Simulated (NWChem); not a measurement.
# HF/STO-3G run of C2H6O2 (ethylene glycol)

Aim: the vertical ionisation energy of C2H6O2 (ethylene glycol) at HF/STO-3G, from 2 runs. 

The results are computed with NWChem 7.3.0.

## 1. Starting point

C2H6O2 has 10 atoms, charge 0, and is taken as a singlet. SMILES: `OCCO`. The shape is that of a PBE0-D4/def2-TZVP optimisation. This is a higher conformer, about 11 kJ/mol above the lowest found by a separate search.

Bond lengths: O1–C2 1.411 Å, C2–C3 1.514 Å, C3–O4 1.410 Å, O1–H5 0.959 Å, C2–H6 1.098 Å, C2–H7 1.101 Å, C3–H8 1.098 Å, C3–H9 1.092 Å, O4–H10 0.960 Å. Some angles: O1–C2–C3 107.6°, C2–C3–O4 111.8°, O1–C2–H6 112.0°, O1–C2–H7 111.2°, C3–C2–H6 109.0°, C3–C2–H7 109.3°, C2–O1–H5 108.9°, C2–C3–H8 109.3°, C2–C3–H9 109.4°, O4–C3–H8 112.0°.

## 2. A single-point energy at HF/STO-3G

work.nw reads:

```
start work
title "C2H6O2"
memory stack 880 mb heap 220 mb global 1100 mb
geometry units angstroms noautosym nocenter noautoz
  O     -1.732000     0.054800    -0.233100
  C     -0.380800     0.456800    -0.281400
  C      0.425300    -0.548600     0.513500
  O      1.797400    -0.224600     0.528400
  H     -2.268700     0.718300    -0.670600
  H     -0.233000     1.454800     0.151200
  H     -0.009800     0.482600    -1.318200
  H      0.244000    -1.555600     0.116200
  H      0.091100    -0.540900     1.552900
  H      2.149700    -0.348800    -0.356200
end
basis spherical bse
  O library STO-3G
  C library STO-3G
  H library STO-3G
end
scf
  singlet
  rhf
  thresh 1e-08
  maxiter 80
  print low
end
task scf
```

Command:

```console
$ nwchem work.nw > work.out
```

Output:

```text
[...]
  functions       =    26
[...]
  wavefunction    = RHF
[...]
         Total SCF energy =   -225.952144681803
      One-electron energy =   -570.415049597985
      Two-electron energy =    213.749226011236
 Nuclear repulsion energy =    130.713678904946
        Time for solution =      0.8s
 Task  times  cpu:        0.8s     wall:        0.8s
[...]
```

Run time: 1.4 s. Hardware: 1 thread of Intel Xeon 6975P-C (Granite Rapids), shared host; peak memory 0.096 GiB.

## 3. The doublet cation, same level

geom.nw reads:

```
start geom
title "C2H6O2 energy"
memory 2200 mb
charge 1
geometry noautosym nocenter noautoz
O    -1.732000    0.054800   -0.233100
C    -0.380800    0.456800   -0.281400
C     0.425300   -0.548600    0.513500
O     1.797400   -0.224600    0.528400
H    -2.268700    0.718300   -0.670600
H    -0.233000    1.454800    0.151200
H    -0.009800    0.482600   -1.318200
H     0.244000   -1.555600    0.116200
H     0.091100   -0.540900    1.552900
H     2.149700   -0.348800   -0.356200
end
basis "ao basis" spherical bse
* library STO-3G
end
scf
doublet
uhf
thresh 1e-08
maxiter 80
noprint "final vectors analysis"
end
task scf energy
```

Command:

```console
$ nwchem geom.nw > geom.out
```

Output:

```text
[...]
  functions       =    26
[...]
  wavefunction    = UHF
[...]
         Total SCF energy =   -225.685139883145
      One electron energy =   -559.818855158007
      Two electron energy =    203.420036369916
 Nuclear repulsion energy =    130.713678904946
                       Sz =      0.5000
                 Sz(Sz+1) =      0.7500
                      S^2 =      0.7574
[...]
```

Wall time 3.6 s (1 thread of Intel Xeon 6975P-C (Granite Rapids), shared host); peak memory 0.097 GiB.

## 4. Outcome

At HF/STO-3G:

| quantity | value |
| --- | --- |
| singlet C2H6O2: total energy | -225.95214 Eh |
| doublet cation: total energy | -225.68514 Eh |
| doublet cation: ⟨S²⟩ | 0.757 |
| vertical ionisation energy (to the doublet cation) | 7.266 eV |

The vertical ionisation energy comes to 7.27 eV (168 kcal/mol). In a minimal basis such a difference can be off by several eV, whatever the method.
